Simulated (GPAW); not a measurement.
# PbSe (Clausthalite) (Fm-3m) in GPAW: notebook, part 2 of 2

GPAW 26.7.0. Earlier steps stand in the parts before.

## Step 6: Elastic constants, PBE+D3M(BJ), 28.67 Å³/atom

run.py

```python
import json
import numpy as np
import spglib
from ase.calculators.mixing import SumCalculator
from ase.constraints import FixSymmetry
from ase.filters import FrechetCellFilter
from ase.io import read, write
from ase.optimize import BFGS
from ase.stress import full_3x3_to_voigt_6_stress, voigt_6_to_full_3x3_strain, voigt_6_to_full_3x3_stress
from ase.units import GPa
from dftd3.ase import DFTD3
from gpaw import GPAW, PW

atoms = read('PbSe.cif')

calc = GPAW(mode=PW(600),
            xc='PBE',
            kpts={'size': (8, 8, 8), 'gamma': True},
            occupations={'name': 'fermi-dirac', 'width': 0.05},
            nbands=19,
            convergence={'density': 1e-06, 'eigenstates': 1e-09},
            maxiter=150,
            symmetry={'tolerance': 0.001},
            txt='gpaw.txt')
atoms.calc = SumCalculator([calc, DFTD3(method='pbe', damping='d3bjm')])
atoms.set_constraint(FixSymmetry(atoms))
BFGS(FrechetCellFilter(atoms), trajectory='relax.traj', logfile='-').run(fmax=0.005, steps=40)
atoms.set_constraint()
energy = atoms.get_potential_energy()
forces = atoms.get_forces()
stress = atoms.get_stress()
calc.write('gs.gpw')
write('result.traj', atoms)
print('Cell:', atoms.cell.cellpar().round(4))
print(atoms.get_scaled_positions().round(5))

gpts = tuple(int(n) for n in calc.get_number_of_grid_points())
cell = atoms.cell[:].T
dataset = spglib.get_symmetry((atoms.cell[:], atoms.get_scaled_positions(), atoms.numbers), symprec=1e-4)
rotations = [cell @ w @ np.linalg.inv(cell) for w in dataset['rotations']]
strains, clamped, relaxed = [], [], []
for v in [0]:
    for e in (-0.005, 0.005):
        voigt = np.zeros(6)
        voigt[v] = e
        F = voigt_6_to_full_3x3_strain(voigt)
        a = atoms.copy()
        a.set_cell(atoms.cell[:] @ F, scale_atoms=True)
        c = GPAW(mode=PW(600),
                 xc='PBE',
                 kpts={'size': (8, 8, 8), 'gamma': True},
                 occupations={'name': 'fermi-dirac', 'width': 0.05},
                 nbands=19,
                 convergence={'density': 1e-06, 'eigenstates': 1e-09},
                 maxiter=150,
                 symmetry={'tolerance': 0.001},
                 gpts=gpts,
                 txt=f'strain-{v}{e:+.3f}.txt')
        a.calc = SumCalculator([c, DFTD3(method='pbe', damping='d3bjm')])
        s0 = s1 = a.get_stress() - stress
        BFGS(a, logfile=None).run(fmax=0.003, steps=25)
        s1 = a.get_stress() - stress
        print(v, e, 'clamped', (s0 / GPa).round(3), 'relaxed', (s1 / GPa).round(3), flush=True)
        for R in rotations:  # images under the point group
            eps = R @ (F - np.eye(3)) @ R.T
            strains.append(full_3x3_to_voigt_6_stress(eps) * [1, 1, 1, 2, 2, 2])
            for s, rows in ((s0, clamped), (s1, relaxed)):
                rows.append(full_3x3_to_voigt_6_stress(R @ voigt_6_to_full_3x3_stress(s) @ R.T))

C0, C = (np.linalg.lstsq(np.array(strains), np.array(s), rcond=None)[0].T / GPa for s in (clamped, relaxed))
print('Clamped-ion Cij (GPa):')
print(C0.round(1))
print('Relaxed-ion Cij (GPa):')
print(C.round(1))
json.dump({'clamped': C0.tolist(), 'relaxed': C.tolist()}, open('elastic.json', 'w'))
```

PbSe.cif

```cif
data_PbSe
_cell_length_a 4.32841274
_cell_length_b 4.32841274
_cell_length_c 4.32841274
_cell_angle_alpha 60.00000000
_cell_angle_beta 60.00000000
_cell_angle_gamma 60.00000000
_space_group_name_H-M_alt 'P1'
_space_group_name_Hall 'P 1'
_space_group_IT_number 1
loop_
_space_group_symop_operation_xyz
'x,y,z'
loop_
_atom_site_label
_atom_site_type_symbol
_atom_site_symmetry_multiplicity
_atom_site_Wyckoff_symbol
_atom_site_fract_x
_atom_site_fract_y
_atom_site_fract_z
_atom_site_occupancy
Pb1 Pb 1 a 0.0000000000 0.0000000000 0.0000000000 1
Se1 Se 1 a 0.5000000000 0.5000000000 0.5000000000 1
```

Potentials or basis: GPAW PAW data sets (gpaw-data 1.2.1), pw.

Command:

```bash
> OMP_NUM_THREADS=1 python run.py
```

gpaw.txt:

```text
__  _  _
 | _ |_)|_||  |
 |__||  | ||/\| - 26.7.0

Input parameters:
  mode=PW(ecut=600.0),
  convergence={'density': 1e-06, 'eigenstates': 1e-09},
  kpts=MonkhorstPack(size=(8, 8, 8), gamma=True),
  maxiter=150,
  nbands=19,
  occupations=Occupations(name='fermi-dirac', width=0.05),
  symmetry=Symmetry(tolerance=0.001),
  xc=XC(name='PBE')

Diagonalizing LCAO Hamiltonian
Converting LCAO to pw mode

                   Se

       Pb

Atoms  # Å, Bohr magnetons
|   | symbol |        x |        y |        z |    initial magnetic moments |
|---|--------|----------|----------|----------|-----------------------------|
| 0 |     Pb | 0.000000 | 0.000000 | 0.000000 | ( 0.0000,  0.0000,  0.0000) |
| 1 |     Se | 4.328413 | 2.499010 | 1.767067 | ( 0.0000,  0.0000,  0.0000) |
[... 253 lines left out ...]
Stress tensor  # eV/Ang^3
|         x |         y |         z |
|-----------|-----------|-----------|
| -0.013791 |  0.000000 | -0.000000 |
[... 831 lines left out ...]
| -0.000000 | -0.000000 | -0.059874 |

Forces  # eV/Ang
|       x |       y |       z |
|---------|---------|---------|
| 0.00000 | 0.00000 | 0.00000 |  # Pb   0
| 0.00000 | 0.00000 | 0.00000 |  # Se   1

Interpolating wave functions to new cell

                   Se
[... 200 lines left out ...]
SCF iterations
|iter     | |      energy | eigst |  dens |
|---------|-|-------------|-------|-------|
|iter:   1| |   -8.192919 | -3.60 |       |
|iter:   2| |   -8.192899 | -5.71 | -3.00 |
|iter:   3| |   -8.192793c| -5.31 | -3.05 |
|iter:   4| |   -8.192792c| -6.24 | -3.78 |
|iter:   5| |   -8.192793c| -6.80 | -4.14 |
|iter:   6| |   -8.192794c| -7.55 | -4.55 |
|iter:   7| |   -8.192794c| -9.60c| -5.47 |
|iter:   8| |   -8.192794c| -9.35c| -5.95 |
|iter:   9| |   -8.192794c|-10.14c| -6.70c|

Converged in 9 steps
Energy contributions relative to reference atoms: (reference = -633377.995495)

Energy contributions:
  Kinetic:          29.572100
  Coulomb:         -27.800727
  Zero:             -0.062374
  External:          0.000000
  Xc:               -9.901480
  Entropy:          -0.000627
  Spinorbit:         0.000000
  ----------------------------
  Free energy:      -8.193107
  Extrapolated:     -8.192794
[... 32 lines left out ...]
Stress tensor  # eV/Ang^3
|         x |         y |         z |
|-----------|-----------|-----------|
| -0.060551 |  0.000000 | -0.000000 |
|  0.000000 | -0.060551 | -0.000000 |
| -0.000000 | -0.000000 | -0.060551 |

Forces  # eV/Ang
|       x |       y |       z |
|---------|---------|---------|
| 0.00000 | 0.00000 | 0.00000 |  # Pb   0
| 0.00000 | 0.00000 | 0.00000 |  # Se   1

# Writing to gs.gpw (mode='')
```

strain-0-0.005.txt:

```text
SCF iterations
|iter     | |      energy | eigst |  dens |
|---------|-|-------------|-------|-------|
|iter:   1| |   -8.363396 | -0.14 |       |
|iter:   2| |   -8.321934 | -2.08 | -1.29 |
|iter:   3| |   -8.175190 | -1.99 | -1.33 |
|iter:   4| |   -8.176213 | -3.68 | -1.95 |
|iter:   5| |   -8.176685c| -4.30 | -2.38 |
|iter:   6| |   -8.176704c| -5.71 | -3.32 |
[... 49 lines left out ...]
Direct/indirect transitions are different
Direct gap: 0.207 eV
Transition at: (s=0, k=16, n=9, [0.00, 0.50, 0.00])

Stress tensor  # eV/Ang^3
|         x |         y |         z |
|-----------|-----------|-----------|
| -0.064700 |  0.000000 | -0.000000 |
|  0.000000 | -0.062078 |  0.001291 |
| -0.000000 |  0.001291 | -0.062990 |

Forces  # eV/Ang
|        x |       y |       z
```

It took 4.8 min on 1 thread of Intel Xeon Platinum 8175M at 2.50GHz (Skylake/Cascade Lake), shared host; peak memory 0.4 GiB.

What came out:

```yaml
Free_energy: -10.5173 eV
Relaxed_volume: 25.73 Å³/atom
Relaxed_cell: a = 4.175 Å, b = 4.175 Å, c = 4.175 Å, α = 60.00°, β = 60.00°, γ = 60.00°
Space_group_after_relaxing_to_0.05_Å: Fm-3m (No. 225)
Pressure_after_relaxing: 0.0 GPa
Band_gap_on_the_k_mesh: 0.18 eV, direct
Voigt_bulk_modulus: 66 GPa
Bulk_modulus_Hill: 66 GPa
Shear_modulus_Hill: 32 GPa
Young's_modulus: 84 GPa
Poisson's_ratio_from_the_elastic_constants: 0.29
Dispersion_energy_per_atom: -1.162 eV
```

Caveat: the density grid can change from cell to cell, which puts small steps into energies and stress; spin-orbit coupling is left out, which as a rule narrows the gap of such compounds by several tenths of an eV.
